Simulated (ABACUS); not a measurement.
# GaN (P6_3mc) in ABACUS: further runs, part 2 of 2

ABACUS 3.10.1.

### Step 4. Single point, r2SCAN

File INPUT:

```
INPUT_PARAMETERS
suffix              GaN
calculation         scf
basis_type          lcao
pseudo_dir          ./
orbital_dir         ./
latname             hexagonal
symmetry            1
dft_functional      MGGA_X_R2SCAN+MGGA_C_R2SCAN
ecutwfc             100
pseudo_rcut         10
nspin               1
nbands              28
ks_solver           genelpa
smearing_method     fd
smearing_sigma      0.00367493
scf_thr             1e-07
scf_nmax            100
mixing_type         broyden
mixing_beta         0.7
cal_force           1
cal_stress          1
mixing_tau          1
out_mul             1
out_chg             1
```

File STRU:

```
ATOMIC_SPECIES
Ga 69.7230 Ga_ONCV_PBE-1.2.upf
N 14.0070 N_ONCV_PBE-1.2.upf

NUMERICAL_ORBITAL
Ga_confined-atom_8au_2s2p2d.orb
N_confined-atom_6au_2s2p1d.orb

LATTICE_CONSTANT
6.0093290763

LATTICE_PARAMETERS
1.6245283019

ATOMIC_POSITIONS
Direct

Ga
0.0
2
0.6666666667 0.3333333333 0.5000000000 1 1 1
0.3333333333 0.6666666667 0.0000000000 1 1 1

N
0.0
2
0.6666666667 0.3333333333 0.8750000000 1 1 1
0.3333333333 0.6666666667 0.3750000000 1 1 1
```

File KPT:

```
K_POINTS
0
Gamma
7 7 4 0 0 0
```

Potentials or basis: SG15 ONCV 1.2 PBE, DZP LCAO (the cutoffs set its grid).

The run is started by

```sh
> OMP_NUM_THREADS=1 mpirun -np 4 abacus > log
```

Run time: 28 s. Hardware: 4 MPI ranks of Intel Xeon Platinum 8375C at 2.90GHz (Ice Lake), shared host; peak memory 0.48 GiB.

The run converged. Its results:

| Quantity | Value |
| --- | --- |
| Free energy | -4082.7938 eV |
| Pressure | 1.8 GPa |
| Largest force | 0.111 eV/Å |
| Band gap on the k mesh | 2.33 eV, direct |
| Mulliken charges | Ga +0.81, +0.80; N -0.80, -0.81 e |

Forces on the atoms (eV/Å):
```
Ga   0.000  0.000 -0.111
Ga   0.000  0.000 -0.111
N    0.000  0.000  0.111
N    0.000  0.000  0.111
```

Stress tensor (GPa, compression positive):
```
0.87 0.00 0.00
0.00 0.87 0.00
0.00 0.00 3.70
```

Levels at points of the mesh, in eV from the valence-band top:
```csv
k point,band 15,band 16,band 17,band 18,band 19,band 20,band 21,band 22
"(0.00, 0.00, 0.00)",-1.15,-0.01,0.00,0.00,2.33,4.78,10.30,10.30
"(0.00, 0.00, 0.50)",-0.58,-0.58,-0.58,-0.58,4.74,4.74,9.31,9.31
```

Caveat: the atomic orbitals were generated for these runs and aren't a published set; Mulliken charges move with the basis; the potentials were made for another functional, which shifts forces and pressure; the basis of atomic orbitals isn't converged, which shifts pressures, moduli and gaps.

### Step 5. Single point, PBE, spin-orbit coupling, no magnetisation

File INPUT:

```
INPUT_PARAMETERS
suffix              GaN
calculation         scf
basis_type          lcao
pseudo_dir          ./
orbital_dir         ./
symmetry            0
dft_functional      pbe
ecutwfc             114
pseudo_rcut         10
nspin               4
nbands              76
ks_solver           genelpa
smearing_method     fd
smearing_sigma      0.00367493
scf_thr             1e-07
scf_nmax            100
mixing_type         broyden
mixing_beta         0.4
cal_force           1
cal_stress          1
noncolin            0
lspinorb            1
out_mul             1
out_chg             1
```

File STRU:

```
ATOMIC_SPECIES
Ga 69.7230 Ga.upf
N 14.0070 N.upf

NUMERICAL_ORBITAL
Ga_confined-atom_8au_3s3p2d.orb
N_confined-atom_6au_2s2p1d.orb

LATTICE_CONSTANT
1.8897261246

LATTICE_VECTORS
3.1800000000 0.0000000000 0.0000000000
-1.5900000000 2.7539607840 0.0000000000
0.0000000000 0.0000000000 5.1660000000

ATOMIC_POSITIONS
Cartesian

Ga
0.0
2
1.5900000002 0.9179869279 2.5830000000 1 1 1
-0.0000000002 1.8359738561 0.0000000000 1 1 1

N
0.0
2
1.5900000002 0.9179869279 4.5202500000 1 1 1
-0.0000000002 1.8359738561 1.9372500000 1 1 1
```

File KPT:

```
K_POINTS
0
Gamma
6 6 3 0 0 0
```

Potentials or basis: PseudoDojo NC FR 0.4 PBE stringent, DZP LCAO (the cutoffs set its grid).

The run is started by

```sh
> OMP_NUM_THREADS=1 mpirun -np 4 abacus > log
```

running log:

```text
ABACUS v3.10.1

               Atomic-orbital Based Ab-initio Computation at UStc

 ------------------------------------------------------------------------------------

 READING GENERAL INFORMATION
                           global_out_dir = OUT.GaN/
                           global_in_card = INPUT
                               pseudo_dir = ./
                              orbital_dir = ./
                                    DSIZE = 4
                                    GSIZE = 1

 READING UNITCELL INFORMATION
                                    ntype = 2
                  lattice constant (Bohr) = 1.88973
              lattice constant (Angstrom) = 1

[... 855 lines left out ...]

 correction force for each atom along direction 1 is -2.19640e-14
 correction force for each atom along direction 2 is -4.34414e-15
 correction force for each atom along direction 3 is 4.83695e-06
------------------------------------------------------------------------------------------
 TOTAL-FORCE (eV/Angstrom)
------------------------------------------------------------------------------------------
                       Ga1         0.0000000000         0.0000000000        -0.1423237456
                       Ga2         0.0000000000         0.0000000000        -0.1423237456
                        N1         0.0000000000         0.0000000000         0.1423237456
                        N2         0.0000000000         0.0000000000         0.1423237456
------------------------------------------------------------------------------------------

----------------------------------------------------------------
 TOTAL-STRESS (KBAR)
----------------------------------------------------------------
        75.7062209551        -0.0000007508        -0.0000000000
        -0.0000007508        75.7062286845        -0.0000000000
        -0.0000000000        -0.0000000000        97.9916555166
----------------------------------------------------------------
 TOTAL-PRESSURE: 83.134702 KBAR

 --------------------------------------------
 !FINAL_ETOT_IS -14078.3820203432605922 eV
 --------------------------------------------
```

mulliken.txt:

```text
 0
CALCULATE THE MULLIkEN ANALYSIS FOR EACH ATOM
 Total charge:	52
Decomposed Mulliken populations
0                             Zeta of Ga              Spin 1              Spin 2              Spin 3              Spin 4
s                                      0              1.9995              0.0000              0.0000              0.0000
s                                      1              0.6629              0.0000              0.0000              0.0000
s                                      2              0.0861              0.0000              0.0000              0.0000
SUM OVER M+Zeta                                       2.7486              0.0000              0.0000              0.0000
[... 127 lines left out ...]
SUM OVER M+Zeta+L                                     5.7788              0.0000              0.0000              0.0000

Total Charge on atom:                  N              5.7788
Total Magnetism on atom:               N              0.0000              0.0000              0.0000
```

It took 50 s on 4 MPI ranks of Intel Xeon Platinum 8375C at 2.90GHz (Ice Lake), shared host; peak memory 1.1 GiB.

What came out:

| Item | Value |
| --- | --- |
| Free energy | -14078.3820 eV |
| Pressure | 8.3 GPa |
| Largest force | 0.142 eV/Å |
| Band gap on the k mesh | 2.36 eV, direct |
| Mulliken charges | Ga +0.78; N -0.78 e |

Forces in eV/Å, atoms in the order of the input:
```
Ga   0.000  0.000 -0.142
Ga   0.000  0.000 -0.142
N    0.000  0.000  0.142
N    0.000  0.000  0.142
```

Stress tensor (GPa, compression positive):
```
7.57 0.00 0.00
0.00 7.57 0.00
0.00 0.00 9.80
```

Caveat: the atomic orbitals were generated for these runs and aren't a published set; Mulliken charges move with the basis; an odd mesh through Γ misses points on the zone boundary, where band edges often lie; the basis of atomic orbitals isn't converged, which shifts pressures, moduli and gaps.

### Step 6. Overview

```csv
task,level,potentials or basis,spin,cell,k mesh,cutoff (eV),SCF threshold on the density,eigensolver,mixing share,symmetry key,max steps of the relaxation,gap on the mesh (eV),pressure (GPa),largest force (eV/Å)
single point,PBEsol,"PseudoDojo NC SR 0.4.1 PBE standard, plane waves",off,as given,8 × 8 × 4,1143,1e-08,dav,0.7,1,-,1.89,1.7,0.13
relaxation of cell and atoms,PBEsol,"PseudoDojo NC SR 0.4.1 PBE standard, plane waves",off,relaxed,8 × 8 × 4,1143,1e-08,dav,0.7,1,60,1.83,0.0,-
single point,r2SCAN,"SG15 ONCV 1.2 PBE, DZP LCAO (the cutoffs set its grid)",off,as given,7 × 7 × 4,1361,1e-07,genelpa,0.7,1,-,2.33,1.8,0.11
single point,PBE,"PseudoDojo NC FR 0.4 PBE stringent, DZP LCAO (the cutoffs set its grid)","SOC, no magnetisation",as given,6 × 6 × 3,1551,1e-07,genelpa,0.4,0,-,2.36,8.3,0.14
```

Alike in all rows: smearing fermi-dirac 0.05 eV.

Caveats: the potentials were made for another functional, which shifts forces and pressure (some runs); the atomic orbitals were generated for these runs and aren't a published set (some runs); the basis of atomic orbitals isn't converged, which shifts pressures, moduli and gaps (some runs); there are fewer bands than atomic start orbitals, so a level may be missed at k points of high symmetry (some runs); an odd mesh through Γ misses points on the zone boundary, where band edges often lie (some runs).

Total energies depend on the potentials used, so only differences within one code and one set of settings carry meaning.

### Step 7. Against experiment

Step 2. A measured gap of GaN is 3.503 eV (direct; quoted in “Studying electronic properties in GaN without electrical contacts using γ-γ vs e−-γ Perturbed Angular Correlations”, 2019, pmc:6823545); the calculated 1.89 eV misses it by -1.61 eV. Spin-orbit coupling on Ga is left out. The value is that of PBEsol, without temperature or zero-point motion. Semilocal functionals fall short of measured gaps as a rule.

Step 4. Measured gap of GaN: 3.503 eV (direct; quoted in “Studying electronic properties in GaN without electrical contacts using γ-γ vs e−-γ Perturbed Angular Correlations”, 2019, pmc:6823545). This calculation gives 2.33 eV (-1.17 eV). Spin-orbit coupling on Ga is left out. The value is that of r2SCAN in an atomic basis (SG15 ONCV 1.2 PBE, DZP LCAO (the cutoffs set its grid)), whose error adds to the functional's,, without temperature or zero-point motion.

Step 5. The gap isn't set beside the deposited one, since this odd mesh misses points on the zone boundary.
